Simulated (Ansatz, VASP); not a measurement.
## SrO: VASP beside Ansatz

Wanted: the spread between two codes on one cell, functional and k mesh.

Main program and level: Ansatz 0.2.0; plane waves, with VASP 6.6.1 beside it; band structure at r2SCAN-EpsX with an exact-exchange share of 0.263 and band structure at r2SCAN0.

### 1. The structure

Symmetry: Fm-3m, No. 225, cubic system. The conventional cell has a = 5.161 Å, b = 5.161 Å, c = 5.161 Å, α = 90.00°, β = 90.00°, γ = 90.00°. Nearest to Sr lie 6 O at 2.58 Å. O has 6 Sr at 2.58 Å nearest. Farther neighbours and most contacts between anions are not listed.

Structure file:

```
Sr O
1.0
     0.00000    2.58066    2.58066
     2.58066    0.00000    2.58066
     2.58066    2.58066    0.00000
Sr O
1 1
Direct
  0.00000 0.00000 0.00000
  0.50000 0.50000 0.50000
```

### 2. VASP: band structure, r2SCAN-EpsX with an exact-exchange share of 0.263

The same path points are solved in both programs, so levels can be compared one by one.

Lines of VASP's logs that name or quote its potential files are left out, and so is its time.

The run reads the wave functions of an earlier VASP run, which isn't shown here.

INCAR reads:

```
SYSTEM = SrO
PREC = Accurate
ENCUT = 520
EDIFF = 1E-06
NELM = 100
ISMEAR = 0
SIGMA = 0.02
LREAL = .FALSE.
ALGO = Normal
LHFCALC = .TRUE.
AEXX = 0.263
METAGGA = R2SCAN
LASPH = .TRUE.
NBANDS = 14
PRECFOCK = Fast
HFRCUT = -1
LORBIT = 11
LWAVE = .FALSE.
LCHARG = .FALSE.
KPAR = 4
```

POSCAR reads:

```
SrO
1.0
    0.0000000000      2.5806600000      2.5806600000
    2.5806600000      0.0000000000      2.5806600000
    2.5806600000      2.5806600000      0.0000000000
Sr O
1 1
Direct
    0.0000000000      0.0000000000      0.0000000000
    0.5000000000      0.5000000000      0.5000000000
```

KPOINTS reads:

```
Automatic mesh
0
Gamma
5 5 5
0 0 0
```

KPOINTS_OPT reads:

```
Line mode
6
Line-mode
Reciprocal
  0.00000000   0.00000000   0.00000000 GAMMA
  0.50000000   0.00000000   0.50000000 X

  0.50000000   0.00000000   0.50000000 X
  0.50000000   0.25000000   0.75000000 W

  0.50000000   0.25000000   0.75000000 W
  0.37500000   0.37500000   0.75000000 K

  0.37500000   0.37500000   0.75000000 K
  0.00000000   0.00000000   0.00000000 GAMMA

  0.00000000   0.00000000   0.00000000 GAMMA
  0.50000000   0.50000000   0.50000000 L

  0.50000000   0.50000000   0.50000000 L
  0.62500000   0.25000000   0.62500000 U

  0.62500000   0.25000000   0.62500000 U
  0.50000000   0.25000000   0.75000000 W

  0.50000000   0.25000000   0.75000000 W
  0.50000000   0.50000000   0.50000000 L

  0.50000000   0.50000000   0.50000000 L
  0.37500000   0.37500000   0.75000000 K

  0.62500000   0.25000000   0.62500000 U
  0.50000000   0.00000000   0.50000000 X
```

Potentials, in the order of the species: Sr_sv and O (PBE family, release 64).

Run with:

```sh
mpirun -np 4 vasp_std
```

Numbers of over 12 decimals in the logs are rounded to 6 here.

The program printed:

```text
[banner, memory and clock lines left out]
running    4 mpi-ranks, on    1 nodes
 distrk:  each k-point on    1 cores,    4 groups
 distr:  one band on    1 cores,    1 groups

 POSCAR found type information on POSCAR SrO
 POSCAR found :  2 types and       2 ions
|                                                                             |
|               ----> ADVICE to this user running VASP <----                  |
|                                                                             |
|     You enforced a specific xc type in the INCAR file but a different       |
|     [... a line on the potential file left out ...]
|     I HOPE YOU KNOW WHAT YOU ARE DOING!                                     |
|                                                                             |

 LDA part: xc-table for (None), standard interpolation
 found WAVECAR, reading the header
 POSCAR, INCAR and KPOINTS ok, starting setup
 FFT: planning ... GRIDC
 FFT: planning ... GRID_SOFT
 FFT: planning ... GRID
 HFRCUT set to (new)   10.085124
 reading WAVECAR
 the WAVECAR file was read successfully
 initial charge from wavefunction
 entering main loop
       N       E                     dE             d eps       ncg     rms          rms(c)
DAV:   1    -0.261007424582E+02   -0.26101E+02   -0.57636E-01   280   0.977E+00    0.392E+00
DAV:   2    -0.260962774264E+02    0.44650E-02   -0.63148E-02   352   0.238E+00    0.208E+00
DAV:   3    -0.260941265799E+02    0.21508E-02   -0.12296E-02   322   0.105E+00    0.102E+00
DAV:   4    -0.260937313579E+02    0.39522E-03   -0.14171E-03   304   0.360E-01    0.588E-01
DAV:   5    -0.260933938637E+02    0.33749E-03   -0.88150E-04   322   0.263E-01    0.383E-01
DAV:   6    -0.260933796801E+02    0.14184E-04   -0.14598E-04   404   0.115E-01    0.242E-01
DAV:   7    -0.260933625154E+02    0.17165E-04   -0.23668E-05   420   0.548E-02    0.137E-01
DAV:   8    -0.260933634496E+02   -0.93423E-06   -0.87750E-06   328   0.323E-02
   1 F= -.26093363E+02 E0= -.26093363E+02  d E =-.135687E-63
 Start KPOINTS_OPT (optional k-point list driver)
k-point batch [1-10\60]
       N       E                     dE             ncg
DAV:   1    -0.992198523573E+03   -0.51525E+04      280
DAV:   2    -0.193998968442E+04   -0.94779E+03      372
DAV:   3    -0.201292699503E+04   -0.72937E+02      336
DAV:   4    -0.201442995099E+04   -0.15030E+01      392
DAV:   5    -0.201446261941E+04   -0.32668E-01      406
DAV:   6    -0.201446318821E+04   -0.56880E-03      380
DAV:   7    -0.201446319698E+04   -0.87745E-05      310
DAV:   8    -0.201446319715E+04   -0.16723E-06      224
[...]
k-point batch [51-60\60]
       N       E                     dE             ncg
DAV:   1    -0.109040764480E+04   -0.72741E+04      280
DAV:   2    -0.197698049615E+04   -0.88657E+03      360
DAV:   3    -0.203733561248E+04   -0.60355E+02      360
DAV:   4    -0.203882396422E+04   -0.14884E+01      452
DAV:   5    -0.203885973243E+04   -0.35768E-01      400
DAV:   6    -0.203886035372E+04   -0.62130E-03      414
DAV:   7    -0.203886036926E+04   -0.15533E-04      316
DAV:   8    -0.203886036965E+04   -0.39064E-06      268
```

From OUTCAR (step 2):

```text
ion  position               nearest neighbor table
   1  0.000  0.000  0.000-   2 2.58   2 2.58   2 2.58   2 2.58   2 2.58   2 2.58
   2  0.500  0.500  0.500-   1 2.58   1 2.58   1 2.58   1 2.58   1 2.58   1 2.58

  LATTYP: Found a face centered cubic cell.
 ALAT       =     5.1613200000

 Subroutine GETGRP returns: Found 48 space group operations
 (whereof 48 operations were pure point group operations)

The static configuration has the point symmetry O_h .

 Found     10 irreducible k-points:

   k-points           NKPTS =     10   k-points in BZ     NKDIM =    125   number of bands    NBANDS=     14

   dimension x,y,z NGX =    28 NGY =   28 NGZ =   28
   dimension x,y,z NGXF=    56 NGYF=   56 NGZF=   56

   ENCUT  =  520.0 eV  38.22 Ry    6.18 a.u.   6.79  6.79  6.79*2*pi/ulx,y,z

   NELECT =      16.0000    total number of electrons

 k-points in reciprocal lattice and weights: Automatic mesh
   0.00000000  0.00000000  0.00000000       0.008
   0.20000000  0.00000000  0.00000000       0.064
   0.40000000  0.00000000  0.00000000       0.064
   0.20000000  0.20000000  0.00000000       0.048
   0.40000000  0.20000000  0.00000000       0.192
  -0.40000000  0.20000000  0.00000000       0.192
  -0.20000000  0.20000000  0.00000000       0.096
   0.40000000  0.40000000  0.00000000       0.048
  -0.40000000  0.40000000  0.00000000       0.096
  -0.40000000  0.40000000  0.20000000       0.192

  exchange ACFDT corr.  =         0.00000000  see jH, gK, PRB 81, 115126

 average (electrostatic) potential at core
       1 -34.7298       2 -66.1082

 E-fermi :   0.0909

 k-point     1 :       0.0000    0.0000    0.0000
  band No.  band energies     occupation
    ...
      4     -15.1906      2.00000
      5     -15.1906      2.00000
      6      -0.1448      2.00000
      7      -0.1448      2.00000
      8      -0.1448      2.00000
      9       6.4788      0.00000
     10       8.9662      0.00000
     11       8.9662      0.00000
     12       8.9662      0.00000
     13      11.3240      0.00000
    ...

 k-point     2 :       0.2000    0.0000    0.0000
  band No.  band energies     occupation
    ...
      4     -15.2170      2.00000
      5     -14.7983      2.00000
      6      -1.0917      2.00000
      7      -0.6034      2.00000
      8      -0.6033      2.00000
      9       8.0824      0.00000
     10       8.6799      0.00000
     11       9.7731      0.00000
     12       9.7731      0.00000
     13      12.3665      0.00000
    ...

 k-point     3 :       0.4000    0.0000    0.0000
  band No.  band energies     occupation
    ...
      4     -15.2578      2.00000
      5     -14.3610      2.00000
      6      -2.2330      2.00000
      7      -1.2383      2.00000
      8      -1.2383      2.00000
      9       9.1066      0.00000
     10      10.5629      0.00000
     11      11.4731      0.00000
     12      11.4731      0.00000
     13      14.5086      0.00000
    ...

  energy-cutoff  :      520.00
  volume of cell :       34.37
      direct lattice vectors                 reciprocal lattice vectors
     0.000000000  2.580660000  2.580660000    -0.193748886  0.193748886  0.193748886
     2.580660000  0.000000000  2.580660000     0.193748886 -0.193748886  0.193748886
     2.580660000  2.580660000  0.000000000     0.193748886  0.193748886 -0.193748886

 POSITION                                       TOTAL-FORCE (eV/Angst)
 -----------------------------------------------------------------------------------
      0.00000      0.00000      0.00000        -0.000000      0.000000     -0.000000
      2.58066      2.58066      2.58066         0.000000     -0.000000      0.000000
 -----------------------------------------------------------------------------------
    total drift:                               -0.000000     -0.000000     -0.000000

  FREE ENERGIE OF THE ION-ELECTRON SYSTEM (eV)
  ---------------------------------------------------
  free  energy   TOTEN  =       -26.0933634496 eV

  energy  without entropy=      -26.0933634496  energy(sigma->0) =      -26.09336345

 total charge
# of ion       s       p       d       tot
------------------------------------------
    1        2.012   5.922   0.211   8.145
    2        1.557   3.468   0.000   5.025
--------------------------------------------------
tot          3.568   9.391   0.211  13.170

[... 3 further parts left out ...]
```

The k-mesh is coarse for unscreened exact exchange, which converges slowly with it.

### 3. Ansatz: band structure, r2SCAN-EpsX with an exact-exchange share of 0.263

Ansatz runs on its default PAW (the set named soft_2) files.

The same cell, functional, mesh and smearing now go to Ansatz, which takes its cutoff from its data sets.

input.yaml reads:

```yaml
crystal:
  lattice:
    - [0.0, 2.58066, 2.58066]
    - [2.58066, 0.0, 2.58066]
    - [2.58066, 2.58066, 0.0]
  atoms:
    - { symbol: Sr, position: [0.0, 0.0, 0.0] }
    - { symbol: O, position: [0.5, 0.5, 0.5] }
hamiltonian:
  xc: { exchange: r2scan, correlation: r2scan, exx: { coeff: 0.263 } }
  pseudopotentials: { kind: paw }
kpoints:
  mp_grid: { grid: [5, 5, 5] }
  band_path:
    path:
      - [0.0, 0.0, 0.0]
      - [0.5, 0.0, 0.5]
      - [0.5, 0.2, 0.7]
      - [0.4, 0.35, 0.75]
      - [0.15, 0.15, 0.3]
      - [0.2, 0.2, 0.2]
      - [0.55, 0.4, 0.55]
      - [0.6, 0.25, 0.65]
      - [0.5, 0.25, 0.75]
      - [0.5, 0.5, 0.5]
      - [0.375, 0.375, 0.75]
      - [0.5, 0.0, 0.5]
    npoints: 1
scf:
  occupations: { method: gaussian, width: 0.02 }
  n_extra_bands: 7
output:
  forces: true
  stress: true
  eigenvalues: true
```

Run with:

```sh
ansatz run input.yaml --threads 4 --pin off --max-ram 9216MiB --backend cpu --events-out ev --progress --plain --runs-dir out
```

The program printed:

```text
Warning: output.stress: scf.convergence.dr2_threshold = 1e-7 eV (the SCF's general default) is looser than the 2e-10 eV advised for a printed stress (1e-10 eV for each atom of the cell: 2). What an SCF threshold leaves in a stress goes as its square root, and in the free energy as the threshold itself, and one threshold admits the most on a small cell: [figures from the program's tests cut] Set scf.convergence.dr2_threshold to 2e-10 eV or tighter. The threshold is an SCF's pass mark: one that does not reach it within its budget of iterations ends unconverged, or closes short of it on a stop that the run arms, and scf.convergence.dr2_threshold's page says what that costs each kind of run
Warning: output.stress: scf.exx.energy_threshold = 1e-6 eV is looser than the 2e-8 eV advised for a stress under a hybrid functional (1e-8 eV for each atom of the cell: 2). Every SCF of the exchange loop can meet its threshold on dr2 while the loop round them stops early: no threshold on dr2 bounds what that leaves in the stress. Set scf.exx.energy_threshold to 2e-8 eV or tighter. The threshold is the loop's pass mark: a loop that does not reach it within its budget of cycles ends unconverged, and scf.exx.energy_threshold's page has the law
scf.n_extra_bands = 7 over 8 filled bands (N_el = 16.0): the run solves 15 bands
Engine: ansatz 0.2.0, aarch64-unknown-linux-gnu
Pseudopotentials: kind: paw
Pseudopotential: Sr, paw, valence charge 10, recommended cutoff 500 eV (meta_gga), Sr.paw.azcp
Pseudopotential: O, paw, valence charge 6, recommended cutoff 500 eV (meta_gga), O.paw.azcp
Functional definition: unnamed
  parameter a_1 = 0.263
  exchange = (1 - a_1)*r2scan_x + a_1*exact_x
  correlation = r2scan_c
Crystal: 2 atoms, lattice volume = 34.373 Å³
Basis set: ecut = 500 eV, 893 PW (Γ), exchange–correlation on 108×108×108 points (64 copies of the dense FFT grid, shifted against one another)
Bands: 15, of which v1, the nominal top of the filled ones, is band 8 counted from 1 (7 counted from 0)
Symmetry: 48 space group operations
Space group: Fm-3m (ITA 225), of the structure as read, at distance tolerance 3.3e-5 Å
k-points: 10 of 125
Non-local potential: Sr, projectors of the file, l = 0: 3, l = 1: 2, l = 2: 2
Non-local potential: O, projectors of the file, l = 0: 2, l = 1: 2, l = 2: 1
PAW form: soft (Blöchl's): semilocal exchange-correlation on the pseudo side does not see the compensation charge
PAW frozen core: Sr, regenerated for the run's functional, and the local potential with it (the file was generated under x = pbe(κ = 0.804, μ = 0.219515), c = pbe(β = 0.066725))
PAW frozen core: O, regenerated for the run's functional, and the local potential with it (the file was generated under x = pbe(κ = 0.804, μ = 0.219515), c = pbe(β = 0.066725))
PAW one-centre angular grid: Sr, 302 points (default); XC on 160 Gauss nodes
PAW one-centre angular grid: O, 302 points (default); XC on 160 Gauss nodes
Initial density: superposition of atomic densities (neutral atoms: chi_scale 0, normalization atom), corrected by the library's trained network
Initial wavefunctions: pseudopotential atomic-orbital guess
Functional: x = r2scan, c = r2scan; τ floored in thin density (d = 2e-4 eV/Å³), warm-up for x = 0.737 r2scan + 0.263 exact, c = r2scan; τ floored in thin density (d = 2e-4 eV/Å³)
SCF iter   1: F=—  HF=-4126.976665 eV  |F-HF|=—  |Δ(HF+E_count)|=         —  Δρ=8.30e-3  dr2=3.18e-2  dr2_τ=5.44e-2  ethr=1.77e-3  ⟨swp⟩=8.3  Hψ=788  notcnv=0
preconditioner: auto → none  [insulator: Δε(μ)=4.234 eV  Ē_g=19.326 eV  σ=0.020 eV  W_gap=1.00  n_scr=8 (ndim 8)  ℏωp=23.7 eV  f_vac=0.000  D(μ)=0.00/eV (n_scr^D=0)]
SCF iter   2: F=—  HF=-4127.057793 eV  |F-HF|=—  |Δ(HF+E_count)|=   8.11e-2  Δρ=8.08e-3  dr2=1.24e-2  dr2_τ=3.28e-3  ethr=1.99e-4  ⟨swp⟩=3.9  Hψ=445  notcnv=0
iter 3 solved again at ethr=6.50e-6 eV; its pass at ethr=7.76e-5 eV (dr2=1.04e-3 eV) is discarded
SCF iter   3: F=-4127.054968 eV  HF=-4127.055270 eV  |F-HF|=3.02e-4  |Δ(HF+E_count)|=   2.52e-3  Δρ=2.32e-3  dr2=1.04e-3  dr2_τ=1.19e-4  ethr=6.50e-6  ⟨swp⟩=2.0  Hψ=576  notcnv=0
SCF 1 stopped early in 3 iterations: F = -4127.054968 eV  dr2 = 1.04e-3
  greatest PAW one-centre occupation: 0.988 electrons in one spin orbital (limit 2), on the Sr atom at site 0 (counted from 0), in its partial waves of l = 0
Initial density: handed on by an earlier stage of this run
Initial wavefunctions: those handed on with the density
Functional: x = 0.737 r2scan + 0.263 exact, c = r2scan; τ floored in thin density (d = 2e-4 eV/Å³)
Frozen-core exchange: fock
SCF iter   1: F=—  HF=-4126.315310 eV  |F-HF|=—  |Δ(HF+E_count)|=         —  Δρ=6.68e-3  dr2=2.28e-2  dr2_τ=6.40e-4  ethr=6.52e-5  ⟨swp⟩=4.8  Hψ=564  notcnv=0
preconditioner: auto → none  [insulator: Δε(μ)=6.305 eV  Ē_g=22.121 eV  σ=0.020 eV  W_gap=1.00  n_scr=8 (ndim 8)  ℏωp=23.7 eV  f_vac=0.000  D(μ)=0.00/eV (n_scr^D=0)]
SCF iter   2: F=—  HF=-4126.308077 eV  |F-HF|=—  |Δ(HF+E_count)|=   7.23e-3  Δρ=2.01e-3  dr2=1.74e-3  dr2_τ=1.19e-4  ethr=6.52e-5  ⟨swp⟩=3.0  Hψ=369  notcnv=0
SCF iter   3: F=—  HF=-4126.311184 eV  |F-HF|=—  |Δ(HF+E_count)|=   3.11e-3  Δρ=6.28e-4  dr2=2.28e-4  dr2_τ=3.62e-6  ethr=7.04e-6  ⟨swp⟩=3.1  Hψ=336  notcnv=0
SCF iter   4: F=—  HF=-4126.311132 eV  |F-HF|=—  |Δ(HF+E_count)|=   5.19e-5  Δρ=1.52e-4  dr2=9.23e-6  dr2_τ=6.96e-7  ethr=1.03e-6  ⟨swp⟩=2.5  Hψ=239  notcnv=0
SCF iter   5: F=—  HF=-4126.311183 eV  |F-HF|=—  |Δ(HF+E_count)|=   5.09e-5  Δρ=1.84e-4  dr2=8.02e-6  dr2_τ=1.04e-6  ethr=2.70e-8  ⟨swp⟩=4.0  Hψ=338  notcnv=0
SCF iter   6: F=-4126.311180 eV  HF=-4126.311180 eV  |F-HF|=6.88e-8  |Δ(HF+E_count)|=   2.09e-6  Δρ=2.10e-5  dr2=2.19e-7  dr2_τ=1.11e-8  ethr=2.70e-8  ⟨swp⟩=3.0  Hψ=266  notcnv=0
SCF 2 stopped early in 6 iterations: F = -4126.311180 eV  dr2 = 2.19e-7
  greatest PAW one-centre occupation: 0.989 electrons in one spin orbital (limit 2), on the Sr atom at site 0 (counted from 0), in its partial waves of l = 0
hybrid outer 1: dexx = +3.919e-3 eV, tail = 4.77e-6 eV
Frozen-core exchange: fock
SCF iter   1: F=—  HF=-4126.311213 eV  |F-HF|=—  |Δ(HF+E_count)|=         —  Δρ=3.84e-5  dr2=2.43e-7  dr2_τ=5.73e-8  ethr=1.49e-7  ⟨swp⟩=4.0  Hψ=410  notcnv=0
preconditioner: auto → none  [insulator: Δε(μ)=6.157 eV  Ē_g=22.068 eV  σ=0.020 eV  W_gap=1.00  n_scr=8 (ndim 8)  ℏωp=23.7 eV  f_vac=0.000  D(μ)=0.00/eV (n_scr^D=0)]
SCF iter   2: F=—  HF=-4126.311213 eV  |F-HF|=—  |Δ(HF+E_count)|=   7.13e-9  Δρ=1.53e-5  dr2=2.44e-8  dr2_τ=3.52e-9  ethr=1.22e-9  ⟨swp⟩=3.1  Hψ=297  notcnv=0
SCF iter   3: F=—  HF=-4126.311213 eV  |F-HF|=—  |Δ(HF+E_count)|=   1.50e-9  Δρ=3.91e-6  dr2=8.99e-9  dr2_τ=3.99e-9  ethr=1.16e-10  ⟨swp⟩=3.0  Hψ=284  notcnv=0
SCF iter   4: F=-4126.311213 eV  HF=-4126.311213 eV  |F-HF|=1.64e-11  |Δ(HF+E_count)|=  5.77e-10  Δρ=7.63e-7  dr2=6.16e-9  dr2_τ=3.78e-11  ethr=1.77e-11  ⟨swp⟩=3.1  Hψ=291  notcnv=0  defer=1
SCF 3 converged in 4 iterations: F = -4126.311213 eV  dr2 = 6.16e-9
  Residual-converged pass: ⟨swp⟩=3.0  Hψ=273  notcnv=0  max |occ|·‖R‖ = 2.3e-6 eV (tolerance 2.4e-6 eV)  dr2=6.16e-9  dr2_τ=3.20e-11  dr2_onsite=2.74e-11  max |Δocc| = 0.0e0
hybrid outer 2: dexx = +7.333e-8 eV, tail = 1.47e-8 eV, Δε = 9.12e-4 eV (about 5.54e-5 eV left of the loop's levels)
NSCF: frozen V_eff on 12 k-points
hybrid SCF converged: 2 outer / 10 inner (+3 warm-up), last move |dexx| = 7.33e-8 eV, tail = 1.47e-8 eV
Stability not checked: this state was not tested for a lower state beside it, because the functional holds exact exchange (a hybrid, or Hartree-Fock), whose exchange loop this test does not read (fock_operator; see scf.lower_state_search)
Free energy (F): -4126.311213 eV
Frozen-core exchange: fock
Harris-Foulkes:  -4126.311213 eV  (|F-HF|=1.64e-11)
Internal energy: -4126.311213 eV  (E = F + TS)
E sigma→0 (E₀):  -4126.311213 eV
Fermi energy:    9.127433 eV
--- Per-component energies (eV) ---
  E_band       = -103.691493
  E_kinetic    = 424.470565
  E_local      = -869.350187  (includes V_loc(G=0)·N_el)
  E_nonlocal   = 247.891648
  E_hartree    = 237.063229
  E_xc         = -181.937118
  E_vxc        = -214.068382  (∫ρ·V_xc dr)
  E_exx        = -52.246789  (= α·E_x^exact, valence–valence)
  E_paw        = -2879.464175  (= ΣΔE_a)
  E_vpaw       = -72.648268  (= ΣTr[D̂ρ^β])
  E_aug_tail   = 0.001085  (compensation charges beyond the density's cutoff)
  E_vtau       = 10.378896  (kinetic-family band-sum trace: ∫τ·v_τ [+ j·A + Jᵃ·Aᵃ] dr)
  E_ewald      = -1052.229361
  E_core_change = -0.510111  (= ΣΔE_core)
  E_smearing   = -0.000000  (= −TS)
  E_closure    = 0.000000  (closes the sum)
  Σ components = -4126.311213   (vs F -4126.311213, Δ=0.00e0)
--- Forces (eV/Å), atoms counted from 1 ---
  atom   1  Sr    -0.00000000     0.00000000     0.00000000
  atom   2  O      0.00000000    -0.00000000     0.00000000
  max |Σ_I F_I| component: 2.29e-29 eV/Å
--- Stress (GPa, compression-positive) ---
       -1.434781       0.000000       0.000000
        0.000000      -1.434781       0.000000
        0.000000      -0.000000      -1.434781
  P = ⅓ Tr σ = -1.4348 GPa (-14.348 kbar)
--- Band table (eV; the first three rows and the last of 10) ---
  k-point 0: bands = [... 4 lower, -8.8365, 6.0489, 6.0489, 6.0489, 12.6874, 15.2242, 15.2242, 15.2242, ... 3 higher]
  k-point 1: bands = [... 4 lower, -8.4676, 5.1133, 5.6037, 5.6037, 14.2889, 14.9119, 16.0253, 16.0253, ... 3 higher]
  k-point 2: bands = [... 4 lower, -8.0497, 3.9861, 4.9814, 4.9814, 15.3374, 16.7465, 17.7309, 17.7309, ... 3 higher]
  k-point 9: bands = [... 4 lower, -8.4948, 4.8239, 5.3153, 5.6465, 14.1333, 15.9817, 17.9379, 19.6616, ... 3 higher]
```

It took 14 s on 4 threads of Arm Neoverse V2, shared host; peak memory 0.74 GiB.

In the SCF lines HF is the Harris–Foulkes energy and dr2 the Hartree energy of the density residual, in eV; the loop may stop once dr2 is under the threshold and the program's other checks hold. Hψ counts applications of the Hamiltonian.

[end of part 1 of 2]

[Lines on the potential files, build, host, timing and source positions are cut from VASP's logs without a mark.]

[Logs are printed without paths, hosts, clocks, repeated set-up lines and the standing remarks that a program may print on its own settings, such as how far it seeks lower states.]

[Hosts, paths, dates, database ids (printed as entryN), source tags and the programs' standing remarks are cut or masked in the printed files.]
